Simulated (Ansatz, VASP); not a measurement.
## Two plane-wave programs on Hf7S

INCAR

```
ALGO = Fast
EDIFF = 1E-6
EDIFFG = -0.04
ENCUT = 600
GGA = PE
IBRION = 2
ISIF = 3
ISMEAR = 0
LASPH = T
LCHARG = F
LREAL = F
LWAVE = F
NELM = 60
NSW = 90
PREC = Accurate
SIGMA = 0.1
```

KPOINTS

```
k-points
0
Gamma
  4 4 4
```

POSCAR

```
Hf7S
1.0
    0.0000000000      4.1586647600      4.1586647600
    4.1586647600      0.0000000000      4.1586647600
    4.1586647600      4.1586647600      0.0000000000
Hf S
7 1
Direct
    0.5000000000      0.5000000000      0.5000000000
    0.0000000000      0.5000000000      0.0000000000
    0.5000000000      0.0000000000      0.0000000000
    0.0000000000      0.5000000000      0.5000000000
    0.5000000000      0.0000000000      0.5000000000
    0.0000000000      0.0000000000      0.5000000000
    0.5000000000      0.5000000000      0.0000000000
    0.0000000000      0.0000000000      0.0000000000
```

Input for Ansatz:

```yaml
crystal:
  lattice:
    - [0.0, 4.15866476, 4.15866476]
    - [4.15866476, 0.0, 4.15866476]
    - [4.15866476, 4.15866476, 0.0]
  atoms:
    - { symbol: Hf, position: [0.5, 0.5, 0.5] }
    - { symbol: Hf, position: [0.0, 0.5, 0.0] }
    - { symbol: Hf, position: [0.5, 0.0, 0.0] }
    - { symbol: Hf, position: [0.0, 0.5, 0.5] }
    - { symbol: Hf, position: [0.5, 0.0, 0.5] }
    - { symbol: Hf, position: [0.0, 0.0, 0.5] }
    - { symbol: Hf, position: [0.5, 0.5, 0.0] }
    - { symbol: S, position: [0.0, 0.0, 0.0] }
basis:
  ecutwfc: 420
kpoints:
  mp_grid: { grid: [4, 4, 4] }
hamiltonian:
  xc: pbe
scf:
  occupations: { method: gaussian, width: 0.1 }
  lower_state_search: "off"
output:
  forces: true
  stress: true
  eigenvalues: true
relax:
  adjacent_minimum: "off"
  f_tol: 0.04
  max_steps: 70
  cell: { stress_tol: 0.4 }
```

Change from the starting cell: species swapped into the SbPt7 type (Fm-3m, No. 225).

Alike in both runs: task relaxation of cell and atoms; functional PBE; k mesh 4 × 4 × 4; occupations gaussian, width 0.1 eV; no spin polarisation.

|  | VASP | Ansatz |
| --- | --- | --- |
| version | VASP 6.6.1 | Ansatz 0.2.0 |
| potentials or method | VASP PAW PBE potentials, release 64 (Hf_pv, S) | scalar-relativistic, plane waves, PAW |
| plane-wave cutoff (eV) | 600 | 420 |
| valence electrons in the cell | 76 | 188 |

Ansatz gave:

| Item | Value |
| --- | --- |
| gap on the k mesh at the Fermi level, each at its own relaxed structure (eV) | none |
| relaxed volume (Å³/atom) | 21.16 |
| relaxed cell length with the largest relative difference (Å) | 6.210 |
| energy change over the relaxation (meV/atom) | -193 |

Estimate VASP's values.

gap on the k mesh at the Fermi level, each at its own relaxed structure (eV): none; relaxed volume (Å³/atom): 21.08; relaxed cell length with the largest relative difference (Å): 6.202; energy change over the relaxation (meV/atom): -183.

A gap of «none» marks a metal or a gap that the smearing closes. The two sets of potentials don't hold the same shells in valence.

Caveats: the volume moved by over 15 % at a fixed basis, so the end points are rough. The runs have no spin-orbit coupling, so splittings on Hf are missing.
